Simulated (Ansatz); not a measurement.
The same calculation of TlCl, space group Pm-3m as a Python script and as an input file (Ansatz 0.2.0, Python API).

The script, `tlcl_deck.py`:
```python
'''Single point of TlCl through the engine session.'''

import json
import logging
import sys

import ansatz as az
import pandas as pd

logging.basicConfig(stream=sys.stdout, format='%(name)s: %(message)s')
logger = logging.getLogger('calc')
logger.setLevel(logging.INFO)


def main() -> None:
    deck = {
        'crystal': {
            'lattice': [[3.834, 0.0, 0.0], [0.0, 3.834, 0.0], [0.0, 0.0, 3.834]],
            'atoms': [
                {'symbol': 'Tl', 'position': [0.0, 0.0, 0.0]},
                {'symbol': 'Cl', 'position': [0.5, 0.5, 0.5]},
            ],
        },
        'kpoints': {'mp_grid': {'grid': [5, 5, 5]}},
        'hamiltonian': {'xc': 'lda'},
        'scf': {'occupations': {'method': 'fixed'}},
        'output': {'forces': True},
    }

    outcome = az.Session.from_dict(deck).plan().execute()
    report = outcome.report

    for key in ('converged', 'n_iterations', 'n_electrons', 'n_kpoints', 'n_pw', 'n_symmetry_ops', 'free_energy_ev', 'fermi_energy_ev'):
        logger.info(f'{key:18s} {report[key]}')

    # forces, one row an atom
    table = pd.DataFrame(report['forces_ev_ang'], columns=['fx', 'fy', 'fz'])
    table.insert(0, 'atom', [site['symbol'] for site in report['lattice']['sites']])
    print(table.round(4).to_string())

    keep = ['free_energy_ev', 'energy_sigma0_ev', 'fermi_energy_ev', 'n_iterations', 'converged', 'magnetization_mub', 'n_kpoints']
    with open('tlcl.json', 'w') as handle:
        json.dump({key: report[key] for key in keep}, handle, indent=1)


if __name__ == '__main__':
    main()
```

Running `python tlcl_deck.py` prints:
```text
DeckWarning: basis.ecutwfc = 420 eV, auto-derived from the records' recommended cutoffs: set by Tl (normal level)
calc: converged          True
calc: n_iterations       6
calc: n_electrons        20.0
calc: n_kpoints          10
calc: n_pw               1141
calc: n_symmetry_ops     48
calc: free_energy_ev     -12192.38908550892
calc: fermi_energy_ev    4.5511891581393344
  atom   fx   fy   fz
0   Tl  0.0  0.0  0.0
1   Cl  0.0  0.0  0.0
```
(Warnings from the package without file and line, repeats left out.)

`input.yaml`:
```yaml
crystal:
  lattice:
    - [3.834, 0.0, 0.0]
    - [0.0, 3.834, 0.0]
    - [0.0, 0.0, 3.834]
  atoms:
    - { symbol: Tl, position: [0.0, 0.0, 0.0] }
    - { symbol: Cl, position: [0.5, 0.5, 0.5] }
kpoints:
  mp_grid: { grid: [5, 5, 5] }
hamiltonian:
  xc: lda
scf:
  occupations: { method: fixed }
output:
  forces: true
```

The program run on that file:
```console
$ ansatz run input.yaml --threads 1 --pin off --max-ram 3072MiB --backend cpu --events-out ev --progress --plain --runs-dir out
Engine: ansatz 0.2.0, x86_64-unknown-linux-gnu
Pseudopotentials: kind: paw
Pseudopotential: Tl, paw, valence charge 13, recommended cutoff 420 eV (normal), Tl.paw.azcp
Pseudopotential: Cl, paw, valence charge 7, recommended cutoff 420 eV (normal), Cl.paw.azcp
Functional definition: SPW92
  exchange = slater_x
  correlation = pw_c
Crystal: 2 atoms, lattice volume = 56.358 Å³
Basis set: ecut = 420 eV, 1141 PW (Γ)
Bands: 14, of which v1, the nominal top of the filled ones, is band 10 counted from 1 (9 counted from 0)
Symmetry: 48 space group operations
Space group: Pm-3m (ITA 221), of the structure as read, at distance tolerance 3.8e-5 Å
k-points: 10 of 125
Non-local potential: Tl, projectors of the file, l = 0: 2, l = 1: 2, l = 2: 2, l = 3: 1
Non-local potential: Cl, projectors of the file, l = 0: 2, l = 1: 2, l = 2: 2
PAW form: soft (Blöchl's): semilocal exchange-correlation on the pseudo side does not see the compensation charge
PAW frozen core: Tl, regenerated for the run's functional, and the local potential with it (the file was generated under x = pbe(κ = 0.804, μ = 0.2195149727645171), c = pbe(β = 0.06672455060314922))
PAW frozen core: Cl, regenerated for the run's functional, and the local potential with it (the file was generated under x = pbe(κ = 0.804, μ = 0.2195149727645171), c = pbe(β = 0.06672455060314922))
PAW one-centre angular grid: Tl, 590 points (default); XC on 64 Gauss nodes
PAW one-centre angular grid: Cl, 110 points (default); XC on 64 Gauss nodes
Initial density: superposition of atomic densities (neutral atoms: chi_scale 0, normalization atom), corrected by the library's trained network
Initial wavefunctions: pseudopotential atomic-orbital guess
Functional: x = slater, c = lda
SCF iter   1: F=—  HF=-12192.404683 eV  |F-HF|=—  |Δ(HF+E_count)|=         —  Δρ=6.92e-3  dr2=3.99e-2  ethr=1.77e-3  ⟨swp⟩=4.2  Hψ=629  notcnv=0  defer=15
preconditioner: auto → none  [insulator: Δε(μ)=2.627 eV  Ē_g=13.161 eV  n_scr=6 (ndim 8)  ℏωp=22.1 eV  f_vac=0.000  ε∞_Penn≈3.8]
SCF iter   2: F=—  HF=-12192.390396 eV  |F-HF|=—  |Δ(HF+E_count)|=   1.43e-2  Δρ=2.93e-3  dr2=3.74e-3  ethr=2.00e-4  ⟨swp⟩=2.3  Hψ=294  notcnv=0  defer=17
SCF iter   3: F=—  HF=-12192.389246 eV  |F-HF|=—  |Δ(HF+E_count)|=   1.15e-3  Δρ=1.14e-3  dr2=4.91e-4  ethr=1.87e-5  ⟨swp⟩=2.0  Hψ=263  notcnv=0  defer=17
SCF iter   4: F=—  HF=-12192.389104 eV  |F-HF|=—  |Δ(HF+E_count)|=   1.42e-4  Δρ=3.78e-4  dr2=4.86e-5  ethr=2.46e-6  ⟨swp⟩=1.2  Hψ=142  notcnv=0  defer=16
SCF iter   5: F=—  HF=-12192.389086 eV  |F-HF|=—  |Δ(HF+E_count)|=   1.81e-5  Δρ=5.06e-5  dr2=7.14e-7  ethr=2.43e-7  ⟨swp⟩=2.6  Hψ=244  notcnv=0  defer=1
SCF iter   6: F=-12192.389086 eV  HF=-12192.389086 eV  |F-HF|=1.57e-9  |Δ(HF+E_count)|=   1.67e-7  Δρ=5.17e-6  dr2=9.46e-9  ethr=5.00e-10  ⟨swp⟩=4.0  Hψ=451  notcnv=0
SCF 1 converged in 6 iterations: F = -12192.389086 eV  dr2 = 9.46e-9
  greatest PAW one-centre occupation: 0.966 electrons in one spin orbital (limit 2), on the Tl atom at site 0 (counted from 0), in its partial waves of l = 2
SCF converged after 6 iterations
Free energy (F): -12192.389086 eV
Harris-Foulkes:  -12192.389086 eV  (|F-HF|=1.57e-9)
Internal energy: -12192.389086 eV  (E = F + TS)
E sigma→0 (E₀):  -12192.389086 eV
Fermi energy:    4.551189 eV
--- Per-component energies (eV) ---
  E_band       = -44.749851
  E_kinetic    = 490.962417
  E_local      = -1194.519060  (includes V_loc(G=0)·N_el)
  E_nonlocal   = 352.239416
  E_hartree    = 419.833842
  E_xc         = -334.282266
  E_vxc        = -263.552528  (∫ρ·V_xc dr)
  E_paw        = -10491.058646  (= ΣΔE_a)
  E_vpaw       = -269.550309  (= ΣTr[D̂ρ^β])
  E_aug_tail   = 0.000132  (compensation charges beyond the density's cutoff)
  E_ewald      = -1435.613851
  E_core_change = 0.048931  (= ΣΔE_core)
  E_smearing   = -0.000000  (= −TS)
  E_closure    = 0.000000  (closes the sum)
  Σ components = -12192.389086   (vs F -12192.389086, Δ=0.00e0)
--- Forces (eV/Å), atoms counted from 1 ---
  atom   1  Tl     0.00000000     0.00000000     0.00000000
  atom   2  Cl     0.00000000     0.00000000     0.00000000
  max |Σ_I F_I| component: 1.43e-29 eV/Å
```

Caveats:
- Total energies depend on the potentials; only differences at equal settings carry meaning. A total without «per atom» is that of the cell as typed.
- Under fixed occupations the level called the Fermi level is the highest filled one on the SCF mesh; off the mesh a filled band can lie a little above it.
- The zero of the levels is a convention of the potentials, so an absolute Fermi energy is no work function.
- Of the deposited cell: the entry's cell lengths or inner coordinates differ somewhat from later room-temperature determinations.
- Spin-orbit coupling, which matters for elements this heavy, is left out.
- The structure is a deposited one; some such entries were measured under pressure or heat, so a shift against it needn't be the functional's error alone.
- Wall time of the script: 0.8 s on 1 thread of INTEL(R) XEON(R) PLATINUM 8581C CPU @ 2.30GHz (Emerald Rapids), on a shared host, peak memory 0.39 GiB.

(Lines on the test bed's own set-up are left out of the output.)
